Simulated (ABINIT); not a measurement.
# SrO (Fm-3m) in ABINIT: further runs

The runs below take SrO through band structure, with LDA-PZ, AM05.

All numbers are computed with ABINIT 10.8.3 (patched build); they aren't measurements. Logs are shortened: lines on timing, memory, paths and dates and some standing lists are left out, and cuts for length are marked. The log counts tension as positive stress, the text compression.

**1. Starting point**

The structure is cubic, space group Fm-3m (No. 225). Conventional cell: a = 5.133 Å, b = 5.133 Å, c = 5.133 Å, α = 90.00°, β = 90.00°, γ = 90.00°. Sr (site symmetry m-3m) is surrounded by 6 O at 2.57 Å. Around O (site symmetry m-3m) lie 6 Sr at 2.57 Å.

**2. Band structure, LDA-PZ**

run.abi reads:

```
ndtset 2

pp_dirpath "./"
pseudos "Sr.LDA_PW-JTH.xml, O.LDA_PW-JTH.xml"

acell 3*1.0 Angstrom
rprim
     0.0000000000     2.5663000000     2.5663000000
     2.5663000000     0.0000000000     2.5663000000
     2.5663000000     2.5663000000     0.0000000000
ntypat 2
znucl 38 8
natom 2
typat 1 2
xred
     0.5000000000     0.5000000000     0.5000000000
     0.0000000000     0.0000000000     0.0000000000

ecut 23.0
pawecutdg 45.0

ixc 2

occopt 3
tsmear 0.05 eV

nstep 100

iomode 3
prtwf 0
prteig 0
prtebands 0
prtden1 1

kptopt1 1
ngkpt1 9 9 9
nshiftk1 1
shiftk1 0.0 0.0 0.0
nband1 12
tolvrs1 1.0e-9

iscf2 -2
getden2 1
nband2 18
nbdbuf2 4
tolwfr2 1.0e-11
kptopt2 -9
ndivsm2 5
prteig2 1
kptbounds2
     0.0000000000     0.0000000000     0.0000000000
     0.5000000000     0.0000000000     0.5000000000
     0.5000000000     0.2500000000     0.7500000000
     0.3750000000     0.3750000000     0.7500000000
     0.0000000000     0.0000000000     0.0000000000
     0.5000000000     0.5000000000     0.5000000000
     0.6250000000     0.2500000000     0.6250000000
     0.5000000000     0.2500000000     0.7500000000
     0.5000000000     0.5000000000     0.5000000000
     0.3750000000     0.3750000000     0.7500000000
```

Potentials or basis: JTH PAW LDA v2.0.

On the command line:

```sh
abinit run.abi > log 2>&1
```

run.abo:

```text
.Version 10.8.3 of ABINIT
 DATASET    1 : space group Fm -3 m (#225); Bravais cF (face-center cubic)
================================================================================
 Values of the parameters that define the memory need for DATASET  1.
     intxc =       0    ionmov =       0      iscf =      17    lmnmax =      18
     lnmax =       6     mgfft =      30  mpssoang =       3    mqgrid =    3001
     natom =       2  nloc_mem =       2    nspden =       1   nspinor =       1
    nsppol =       1      nsym =      48    n1xccc =       1    ntypat =       2
    occopt =       3   xclevel =       1
       mpw =        1219          nfft =       27000          nkpt =          35
 PAW method is used; the additional fine FFT grid is defined by:
   mgfftf=        45    nfftf =     91125
================================================================================
================================================================================

 DATASET    2 : space group Fm -3 m (#225); Bravais cF (face-center cubic)
================================================================================
 Values of the parameters that define the memory need for DATASET  2.
     intxc =       0    ionmov =       0      iscf =      -2    lmnmax =      18
     lnmax =       6     mgfft =      30  mpssoang =       3    mqgrid =    3001
     natom =       2  nloc_mem =       2    nspden =       1   nspinor =       1
    nsppol =       1      nsym =      48    n1xccc =       1    ntypat =       2
    occopt =       3   xclevel =       1
       mpw =        1243          nfft =       27000          nkpt =          87
 PAW method is used; the additional fine FFT grid is defined by:
   mgfftf=        45    nfftf =     91125
================================================================================
================================================================================

--------------------------------------------------------------------------------
------------- Echo of variables that govern the present computation ------------
--------------------------------------------------------------------------------
 -outvars: echo values of preprocessed input variables --------
            acell      1.8897261259E+00  1.8897261259E+00  1.8897261259E+00 Bohr
              amu      8.76200000E+01  1.59994000E+01
             ecut      2.30000000E+01 Hartree
           getden1          0
           getden2          1
             iscf1         17
             iscf2         -2
                       outvar_i_n : Printing only first  50 k-points.
              ixc           2
           jdtset        1    2
                       outvar_i_n : Printing only first  50 k-points.
           kptopt1          1
           kptopt2         -9
         kptrlatt        9    0    0      0    9    0      0    0    9
          kptrlen1     6.17253837E+01
          kptrlen2     3.00000000E+01
            natom           2
            nband1         12
            nband2         18
           nbdbuf1          0
           nbdbuf2          4
           ndtset           2
           ndivsm1          0
           ndivsm2          5
            ngfft          30      30      30
          ngfftdg          45      45      45
             nkpt1         35
             nkpt2         87
            nstep         100
             nsym          48
           ntypat           2
           occopt           3
        pawecutdg      4.50000000E+01 Hartree
        prtebands           0
           prteig1          0
           prteig2          1
            prtwf           0
            rprim      0.0000000000E+00  2.5663000000E+00  2.5663000000E+00
                       2.5663000000E+00  0.0000000000E+00  2.5663000000E+00
                       2.5663000000E+00  2.5663000000E+00  0.0000000000E+00
           shiftk1     0.00000000E+00  0.00000000E+00  0.00000000E+00
           shiftk2     5.00000000E-01  5.00000000E-01  5.00000000E-01
          spgroup         225
           tolvrs1     1.00000000E-09
           tolvrs2     0.00000000E+00
           tolwfr1     0.00000000E+00
           tolwfr2     1.00000000E-11
           tsmear      1.83746611E-03 Hartree
            typat      1  2
           useylm           1
[... 249 lines left out ...]
--------------------------------------------------------------------------------

================================================================================
 Non-SCF case, kpt    1 (  0.00000  0.00000  0.00000), residuals and eigenvalues=
  2.12E-12  6.03E-12  8.97E-12  4.19E-12  2.45E-12  4.11E-12  1.92E-12  4.92E-12
  2.82E-12  7.15E-12  2.46E-12  5.57E-12  5.87E-12  2.27E-12  3.00E-12  9.63E-07
  5.07E-05  1.13E-04
 -1.0235E+00 -3.8740E-01 -3.4910E-01 -3.4910E-01 -3.4910E-01  1.5514E-01
  1.5514E-01  1.5514E-01  2.9636E-01  3.8211E-01  3.8211E-01  3.8211E-01
  4.6442E-01  4.6442E-01  6.0436E-01  1.0000E+00  1.0001E+00  1.0001E+00
 Non-SCF case, kpt    2 (  0.03571  0.00000  0.03571), residuals and eigenvalues=
  9.87E-12  5.76E-12  2.04E-12  2.55E-12  6.95E-12  7.62E-13  3.77E-12  5.24E-12
  3.73E-12  6.48E-12  3.64E-12  2.95E-12  7.66E-12  4.95E-12  2.90E-12  2.13E-05
  2.06E-05  7.44E-05
[... 584 lines left out ...]
 Non-SCF case, kpt   86 (  0.38889  0.38889  0.72222), residuals and eigenvalues=
  5.75E-12  1.06E-12  6.58E-12  5.94E-12  1.95E-12  6.50E-12  3.06E-12  8.99E-13
  7.68E-12  4.46E-12  3.39E-12  7.43E-12  4.40E-12  3.67E-12  2.00E-11  3.87E-10
  1.74E-08  1.63E-04
 -1.0167E+00 -4.2095E-01 -3.7818E-01 -3.5869E-01 -3.2912E-01  1.1442E-01
  1.3128E-01  1.3768E-01  3.3887E-01  4.3372E-01  4.8405E-01  5.2344E-01
  5.6886E-01  6.1773E-01  6.7721E-01  7.3871E-01  7.7611E-01  9.0817E-01
 Non-SCF case, kpt   87 (  0.37500  0.37500  0.75000), residuals and eigenvalues=
  9.51E-12  3.86E-12  2.55E-12  4.00E-12  1.36E-12  2.38E-12  6.53E-12  1.23E-12
  9.58E-13  1.08E-12  6.17E-12  9.45E-12  1.50E-12  4.81E-12  3.64E-11  1.90E-09
  1.07E-08  1.42E-03
 -1.0166E+00 -4.1687E-01 -3.8054E-01 -3.5956E-01 -3.3288E-01  1.1974E-01
  1.3438E-01  1.3881E-01  3.2743E-01  4.4318E-01  4.7891E-01  5.3185E-01
  5.6374E-01  6.1880E-01  6.7260E-01  7.3971E-01  7.7374E-01  9.0568E-01

--- !ResultsGS
iteration_state: {dtset: 2, }
comment   : Summary of ground state results
lattice_vectors:
- [  0.0000000,   4.8496042,   4.8496042, ]
- [  4.8496042,   0.0000000,   4.8496042, ]
- [  4.8496042,   4.8496042,   0.0000000, ]
lattice_lengths: [   6.85838,    6.85838,    6.85838, ]
lattice_angles: [ 60.000,  60.000,  60.000, ] # degrees, (23, 13, 12)
lattice_volume:   2.2811239E+02
convergence: {deltae:  0.000E+00, res2:  0.000E+00, residm:  9.906E-12, diffor:  0.000E+00, }
etotal    :  -4.74458652E+01
entropy   :   0.00000000E+00
fermie    :   2.17287239E-01
cartesian_stress_tensor: null
pressure_GPa: null
xred      :
- [  5.0000E-01,   5.0000E-01,   5.0000E-01, Sr]
- [  0.0000E+00,   0.0000E+00,   0.0000E+00,  O]
cartesian_forces: null
force_length_stats: {min: null, max: null, mean: null, }
...

 Integrated electronic density in atomic spheres:
 ------------------------------------------------
 Atom  Sphere_radius  Integrated_density
    1        2.20670          7.34155108
    2        1.41465          4.48526746

================================================================================

 ----iterations are completed or convergence reached----

 Mean square residual over all n,k,spin=   39.920E-13; max=  99.063E-13
 reduced coordinates (array xred) for    2 atoms
       0.500000000000      0.500000000000      0.500000000000
       0.000000000000      0.000000000000      0.000000000000

 cartesian coordinates (angstrom) at end:
    1      2.56630000000000     2.56630000000000     2.56630000000000
    2      0.00000000000000     0.00000000000000     0.00000000000000
 length scales=  1.889726125908  1.889726125908  1.889726125908 bohr
              =  1.000000000000  1.000000000000  1.000000000000 angstroms
 Eigenvalues (hartree) for nkpt=  87  k points:
 kpt#   1, nband= 18, wtk=  1.00000, kpt=  0.0000  0.0000  0.0000 (reduced coord)
  -1.02349   -0.38740   -0.34910   -0.34910   -0.34910    0.15514    0.15514    0.15514
   0.29636    0.38211    0.38211    0.38211    0.46442    0.46442    0.60436    1.00004
   1.00008    1.00010
 kpt#   2, nband= 18, wtk=  1.00000, kpt=  0.0357  0.0000  0.0357 (reduced coord)
  -1.02340   -0.38948   -0.34929   -0.34929   -0.34698    0.15180    0.15488    0.15488
   0.29950    0.37948    0.38421    0.38421    0.46509    0.46721    0.60887    0.99778
   0.99807    0.99810
 kpt#   3, nband= 18, wtk=  1.00000, kpt=  0.0714  0.0000  0.0714 (reduced coord)
  -1.02314   -0.39446   -0.34983   -0.34983   -0.34195    0.14315    0.15417    0.15417
   0.30776    0.37219    0.39040    0.39040    0.46706    0.47525    0.62174    0.99013
   0.99050    0.99160
 kpt#   4, nband= 18, wtk=  1.00000, kpt=  0.1071  0.0000  0.1071 (reduced coord)
  -1.02272   -0.40039   -0.35071   -0.35071   -0.33618    0.13206    0.15318    0.15318
   0.31890    0.36169    0.40036    0.40036    0.47032    0.48751    0.64152    0.97195
   0.97303    0.98272
 kpt#   5, nband= 18, wtk=  1.00000, kpt=  0.1429  0.0000  0.1429 (reduced coord)
[... 317 lines left out ...]
   0.36435    0.41928    0.49570    0.50577    0.57976    0.62442    0.65326    0.75707
   0.76167    0.90555
 kpt#  85, nband= 18, wtk=  1.00000, kpt=  0.4028  0.4028  0.6944 (reduced coord)
  -1.01686   -0.42579   -0.37434   -0.35768   -0.32499    0.10852    0.12808    0.13495
   0.35136    0.42541    0.48980    0.51433    0.57436    0.62030    0.66731    0.74803
   0.77130    0.92081
 kpt#  86, nband= 18, wtk=  1.00000, kpt=  0.3889  0.3889  0.7222 (reduced coord)
  -1.01670   -0.42095   -0.37818   -0.35869   -0.32912    0.11442    0.13128    0.13768
   0.33887    0.43372    0.48405    0.52344    0.56886    0.61773    0.67721    0.73871
   0.77611    0.90817
 kpt#  87, nband= 18, wtk=  1.00000, kpt=  0.3750  0.3750  0.7500 (reduced coord)
  -1.01660   -0.41687   -0.38054   -0.35956   -0.33288    0.11974    0.13438    0.13881
   0.32743    0.44318    0.47891    0.53185    0.56374    0.61880    0.67260    0.73971
   0.77374    0.90568

== END DATASET(S) ==============================================================
================================================================================

 -outvars: echo values of variables after computation  --------
            acell      1.8897261259E+00  1.8897261259E+00  1.8897261259E+00 Bohr
           etotal1    -4.7445865179E+01
            fcart1    -0.0000000000E+00 -0.0000000000E+00 -0.0000000000E+00
                      -0.0000000000E+00 -0.0000000000E+00 -0.0000000000E+00
            rprim      0.0000000000E+00  2.5663000000E+00  2.5663000000E+00
                       2.5663000000E+00  0.0000000000E+00  2.5663000000E+00
                       2.5663000000E+00  2.5663000000E+00  0.0000000000E+00
           strten1     1.3785376058E-04  1.3785376058E-04  1.3785376058E-04
                       0.0000000000E+00  0.0000000000E+00  0.0000000000E+00
           xangst      2.5663000000E+00  2.5663000000E+00  2.5663000000E+00
                       0.0000000000E+00  0.0000000000E+00  0.0000000000E+00
             xred      5.0000000000E-01  5.0000000000E-01  5.0000000000E-01
                       0.0000000000E+00  0.0000000000E+00  0.0000000000E+00
 Calculation completed.
```

Run time: 38 s. Hardware: 1 thread of Arm Neoverse V1, shared host; peak memory 0.11 GiB.

What came out:

```yaml
Free_energy: -1291.0678 eV
Pressure: -4.1 GPa
Band_gap_on_the_k_mesh: 3.21 eV, indirect (least direct gap 3.29 eV)
Band_gap_along_the_path: 3.15 eV, indirect (least direct gap 3.22 eV)
Valence_electrons_inside_the_program's_atomic_spheres: Sr 7.34; O 4.49
```

Levels at the corners of the path, in eV from the valence-band top:
```csv
point,band 4,band 5,band 6,band 7,band 8,band 9,band 10,band 11,band 12,band 13
Γ,-13.72,-13.72,0.00,0.00,0.00,3.84,6.18,6.18,6.18,8.42
X,-14.11,-14.11,-0.39,-0.07,-0.07,3.15,7.84,10.16,10.29,11.27
W,-14.44,-13.10,-1.14,-0.41,-0.41,5.94,5.94,8.70,11.29,11.47
K,-14.01,-13.28,-0.96,-0.56,-0.44,4.69,7.84,8.81,10.25,11.12
Γ,-13.72,-13.72,0.00,0.00,0.00,3.84,6.18,6.18,6.18,8.42
L,-13.81,-12.46,-2.23,-1.14,-1.14,6.51,8.25,8.90,8.90,12.09
U,-14.01,-13.28,-0.96,-0.56,-0.44,4.69,7.84,8.81,10.25,11.12
W,-14.44,-13.10,-1.14,-0.41,-0.41,5.94,5.94,8.70,11.29,11.47
L,-13.81,-12.46,-2.23,-1.14,-1.14,6.51,8.25,8.90,8.90,12.09
K,-14.01,-13.28,-0.96,-0.56,-0.44,4.69,7.84,8.81,10.25,11.12
```

**3. Band structure, AM05**

Changes to run.abi since step 2:

```diff
@@ -3,9 +3,9 @@
 pp_dirpath "./"
-pseudos "Sr.LDA_PW-JTH.xml, O.LDA_PW-JTH.xml"
+pseudos "Sr.GGA_PBE-JTH.xml, O.GGA_PBE-JTH.xml"
 
-acell 3*1.0 Angstrom
+acell 3.6292962651 3.6292962651 3.6292962651 Angstrom
 rprim
-     0.0000000000     2.5663000000     2.5663000000
-     2.5663000000     0.0000000000     2.5663000000
-     2.5663000000     2.5663000000     0.0000000000
+     0.0000000000     0.7071067812     0.7071067812
+     0.7071067812     0.0000000000     0.7071067812
+     0.7071067812     0.7071067812     0.0000000000
 ntypat 2
@@ -14,10 +14,10 @@
 typat 1 2
-xred
-     0.5000000000     0.5000000000     0.5000000000
+xcart
+     4.8496041536     4.8496041536     4.8496041536
      0.0000000000     0.0000000000     0.0000000000
 
-ecut 23.0
+ecut 625.861884 eV
 pawecutdg 45.0
 
-ixc 2
+ixc -120135
 
@@ -32,3 +32,7 @@
 prtebands 0
+enunit 1
 prtden1 1
+prtvha1 1
+prtvclmb1 1
+prtpot1 1
 
@@ -47,3 +51,3 @@
 kptopt2 -9
-ndivsm2 5
+ndivsm2 6
 prteig2 1
```

Potentials or basis: JTH PAW PBE v2.0.

On the command line:

```sh
abinit run.abi > log 2>&1
```

Wall time 51 s (1 thread of Arm Neoverse V1, shared host); peak memory 0.13 GiB.

The run converged. Its results:

```yaml
Free_energy: -1284.2978 eV
Pressure: 0.1 GPa
Band_gap_on_the_k_mesh: 3.33 eV, indirect (least direct gap 3.41 eV)
Band_gap_along_the_path: 3.27 eV, indirect (least direct gap 3.34 eV)
Valence_electrons_inside_the_program's_atomic_spheres: Sr 7.35; O 4.50
```

Levels at the corners of the path, in eV from the valence-band top:
| point | band 6 | band 7 | band 8 | band 9 | band 10 | band 11 |
| --- | --- | --- | --- | --- | --- | --- |
| Γ | 0.00 | 0.00 | 0.00 | 4.02 | 6.25 | 6.25 |
| X | -0.40 | -0.07 | -0.07 | 3.27 | 7.89 | 10.25 |
| W | -1.12 | -0.41 | -0.41 | 6.03 | 6.03 | 8.71 |
| K | -0.94 | -0.56 | -0.44 | 4.79 | 7.93 | 8.83 |
| Γ | 0.00 | 0.00 | 0.00 | 4.02 | 6.25 | 6.25 |
| L | -2.17 | -1.13 | -1.13 | 6.60 | 8.40 | 8.93 |
| U | -0.94 | -0.56 | -0.44 | 4.79 | 7.93 | 8.83 |
| W | -1.12 | -0.41 | -0.41 | 6.03 | 6.03 | 8.71 |
| L | -2.17 | -1.13 | -1.13 | 6.60 | 8.40 | 8.93 |
| K | -0.94 | -0.56 | -0.44 | 4.79 | 7.93 | 8.83 |

Caveat: the PAW data sets were made with another functional, which shifts forces and pressure a little.
